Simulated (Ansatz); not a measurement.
Input and command of a calculation in Ansatz (plane waves; scalar-relativistic PAW potentials unless the input names others):

```yaml
crystal:
  lattice:
    - [3.1750835012, 0.0, 0.0]
    - [-1.5875417506, 2.7497029712, 0.0]
    - [0.0, 0.0, 6.1401005345]
  atoms:
    - { symbol: Ta, position: [0.3333333333, 0.6666666667, 0.0301068634] }
    - { symbol: Ta, position: [0.6666666667, 0.3333333333, 0.5301068634] }
    - { symbol: "N", position: [0.3333333333, 0.6666666667, 0.3548931366] }
    - { symbol: "N", position: [0.6666666667, 0.3333333333, 0.8548931366] }
basis:
  ecutwfc: 420
kpoints:
  mp_grid: { grid: [18, 18, 8] }
hamiltonian:
  xc: pbe
  hubbard: { sites: [{ species: Ta, l: d, u_eff: 4.0 }], double_counting: fll }
scf:
  occupations: { method: tetrahedron_uncorrected }
output:
  forces: true
  eigenvalues: true
  stress: true
relax:
  adjacent_minimum: "off"
  f_tol: 0.001
  max_steps: 60
  cell: { stress_tol: 0.01, fix: [volume] }
```

```bash
ansatz run input.yaml --threads 1 --pin off --max-ram 3072MiB --backend cpu --events-out ev --progress --plain --runs-dir out
```

Abridged log:
```
Warning: relax: with tetrahedron occupations the Hellmann–Feynman forces and the energy need not agree along the walk (scf.occupations.method in the input reference, under Limitations); prefer a smearing scheme for the relaxation and re-run the relaxed geometry with tetrahedron occupations for the final energies/DOS
Basis set: ecut = 420 eV, 1065 PW (Γ), exchange–correlation on 48×48×90 points (8 copies of the dense FFT grid, shifted against one another)
Bands: 22, of which v1, the nominal top of the filled ones, is band 18 counted from 1 (17 counted from 0)
Symmetry: 12 space group operations
k-points: 185 of 2592 (time reversal used)
SCF iter   1: F=—  HF=-20627.032504 eV  |F-HF|=—  |Δ(HF+E_count)|=         —  Δρ=8.29e-2  dr2=4.19e0  ethr=3.10e-3  ⟨swp⟩=5.9  Hψ=18323  notcnv=0
SCF iter   2: F=—  HF=-20626.324046 eV  |F-HF|=—  |Δ(HF+E_count)|=   7.08e-1  Δρ=3.69e-2  dr2=3.38e-1  ethr=3.10e-3  ⟨swp⟩=2.6  Hψ=8362  notcnv=0
SCF iter   3: F=—  HF=-20626.415303 eV  |F-HF|=—  |Δ(HF+E_count)|=   9.13e-2  Δρ=2.08e-2  dr2=1.30e-1  ethr=9.39e-4  ⟨swp⟩=2.0  Hψ=5837  notcnv=0
SCF iter   4: F=—  HF=-20626.447483 eV  |F-HF|=—  |Δ(HF+E_count)|=   3.22e-2  Δρ=8.79e-3  dr2=2.76e-2  ethr=3.62e-4  ⟨swp⟩=2.2  Hψ=5195  notcnv=0
SCF iter   5: F=—  HF=-20626.453811 eV  |F-HF|=—  |Δ(HF+E_count)|=   6.33e-3  Δρ=1.87e-3  dr2=1.33e-3  ethr=7.68e-5  ⟨swp⟩=2.1  Hψ=6283  notcnv=0
SCF iter   6: F=—  HF=-20626.454171 eV  |F-HF|=—  |Δ(HF+E_count)|=   3.60e-4  Δρ=2.63e-4  dr2=2.96e-5  ethr=3.71e-6  ⟨swp⟩=2.1  Hψ=6675  notcnv=0
SCF iter   7: F=—  HF=-20626.454177 eV  |F-HF|=—  |Δ(HF+E_count)|=   6.12e-6  Δρ=3.50e-5  dr2=6.86e-7  ethr=8.24e-8  ⟨swp⟩=2.6  Hψ=7370  notcnv=0
SCF iter   8: F=-20626.454177 eV  HF=-20626.454177 eV  |F-HF|=8.08e-9  |Δ(HF+E_count)|=   2.24e-7  Δρ=7.13e-6  dr2=3.06e-8  ethr=2.78e-10  ⟨swp⟩=5.0  Hψ=14911  notcnv=0
SCF 1 converged in 8 iterations: F = -20626.454177 eV  dr2 = 3.06e-8
relax step   1: F+E_penalty+E_count = -20626.45417715 eV  Δ(F+E_penalty+E_count) = +0.000e0 eV  max|allowed force component| = 3.275e-1 eV/Å  Δτ_max = 0.0000 Å  P = -1.202 GPa  Ω = 53.606 Å³  fix = [volume]  reactions: volume -1.202 GPa (8 SCF iters, dr2 threshold 1.00e-7 eV, accepted)
Basis set: ecut = 420 eV, 1053 PW (Γ), exchange–correlation on 48×48×90 points (8 copies of the dense FFT grid, shifted against one another)
Initial density: handed on by an earlier stage of this run
Initial wavefunctions: those handed on with the density
   ...
SCF iter   2: F=—  HF=-20626.461862 eV  |F-HF|=—  |Δ(HF+E_count)|=   3.50e-8  Δρ=1.06e-5  dr2=3.54e-8  ethr=5.07e-10  ⟨swp⟩=2.0  Hψ=6653  notcnv=0
SCF iter   3: F=—  HF=-20626.461862 eV  |F-HF|=—  |Δ(HF+E_count)|=  5.89e-10  Δρ=4.52e-6  dr2=8.16e-9  ethr=9.83e-11  ⟨swp⟩=3.0  Hψ=7756  notcnv=0
SCF iter   4: F=-20626.461862 eV  HF=-20626.461862 eV  |F-HF|=7.64e-11  |Δ(HF+E_count)|=  4.91e-10  Δρ=6.05e-7  dr2=2.34e-10  ethr=5.13e-12  ⟨swp⟩=3.0  Hψ=17802  notcnv=0
SCF 6 converged in 4 iterations: F = -20626.461862 eV  dr2 = 2.34e-10
relax step   6: F+E_penalty+E_count = -20626.46186197 eV  Δ(F+E_penalty+E_count) = -8.751e-7 eV  max|allowed force component| = 7.523e-5 eV/Å  Δτ_max = 0.0001 Å  P = -1.626 GPa  Ω = 53.606 Å³  energy of the carried Pulay correction = +7.148e-8 eV  fix = [volume]  reactions: volume -1.626 GPa (4 SCF iters, dr2 threshold 1.85e-9 eV, accepted)
SCF iter   1: F=—  HF=-20626.461863 eV  |F-HF|=—  |Δ(HF+E_count)|=         —  Δρ=1.06e-6  dr2=5.00e-10  ethr=1.48e-8  ⟨swp⟩=3.8  Hψ=32492  notcnv=0
SCF iter   2: F=—  HF=-20626.461863 eV  |F-HF|=—  |Δ(HF+E_count)|=   1.43e-8  Δρ=7.27e-7  dr2=2.44e-10  ethr=1.39e-12  ⟨swp⟩=3.3  Hψ=10391  notcnv=0
SCF iter   3: F=—  HF=-20626.461863 eV  |F-HF|=—  |Δ(HF+E_count)|=  1.82e-11  Δρ=3.73e-7  dr2=5.72e-11  ethr=1.00e-12  ⟨swp⟩=2.1  Hψ=5680  notcnv=0
SCF iter   4: F=—  HF=-20626.461863 eV  |F-HF|=—  |Δ(HF+E_count)|=  1.82e-11  Δρ=1.06e-7  dr2=7.35e-12  ethr=1.00e-12  ⟨swp⟩=2.0  Hψ=4806  notcnv=0
SCF iter   5: F=-20626.461863 eV  HF=-20626.461863 eV  |F-HF|=7.28e-12  |Δ(HF+E_count)|=  3.64e-12  Δρ=5.14e-8  dr2=1.36e-12  ethr=1.00e-12  ⟨swp⟩=4.3  Hψ=16759  notcnv=0
SCF 7 converged in 5 iterations: F = -20626.461863 eV  dr2 = 1.36e-12
SCF converged after 5 iterations
Free energy (F): -20626.461863 eV
Harris-Foulkes:  -20626.461863 eV  (|F-HF|=7.28e-12)
Internal energy: -20626.461863 eV  (E = F + TS)
E sigma→0 (E₀):  -20626.461863 eV
Fermi energy:    16.106414 eV
--- Forces (eV/Å), atoms counted from 1 ---
  atom   1  Ta     0.00000000     0.00000000    -0.00007222
  atom   2  Ta     0.00000000     0.00000000    -0.00007222
  atom   3  N      0.00000000     0.00000000     0.00007403
  atom   4  N      0.00000000     0.00000000     0.00007403
--- Stress (GPa, compression-positive) ---
       -1.625890       0.000000       0.000000
        0.000000      -1.625890       0.000000
        0.000000       0.000000      -1.625750
  P = ⅓ Tr σ = -1.6258 GPa (-16.258 kbar)
Occupation matrices written to <dir>
--- Relaxed structure (5 steps of the walk, 5 accepted, 2 SCFs on fresh bases) ---
  F+E_penalty+E_count = -20626.46186333 eV   max|allowed force component| = 7.312e-5 eV/Å   (the final SCF, on the basis selected at the relaxed cell)
  cell:  # Å, volume = 53.6064 Å³
    - [3.16494876, 0.0, 0.0]
    - [-1.58247438, 2.74092603, 0.0]
    - [0.0, 0.0, 6.17948689]
  atoms:
    - { symbol: Ta, position: [0.33333333, 0.66666666, 0.03193894] }
    - { symbol: Ta, position: [0.66666666, 0.33333333, 0.53193894] }
    - { symbol: N, position: [0.33333333, 0.66666666, 0.35306105] }
    - { symbol: N, position: [0.66666666, 0.33333333, 0.85306105] }
```

Apart from outputs and empty bands, the input differs from a reference run on usual settings in hamiltonian.hubbard: not typed → {"sites": [{"species": "Ta", "l": "d", "u_eff": 4.0}], "double_counting": "fll"}; scf.occupations.width: 0.15 → not typed; scf.occupations.method: "fermi_dirac" → "tetrahedron_uncorrected". The reference, at the same start, ended its own course with pressure -4.52 GPa, largest force 0.000 eV/Å, no gap on the mesh. This run converged in 36 SCF iterations over all its steps (reference: 37) with an energy at zero smearing 2.3 eV/atom above the reference's (the Hamiltonian itself differs), pressure -1.63 GPa, largest force 0.000 eV/Å, gap on the mesh 0.10 eV.

The run took 3.2 min on 1 thread of Intel(R) Xeon(R) Platinum 8375C CPU @ 2.90GHz (Ice Lake) (shared host), peak memory 0.73 GiB.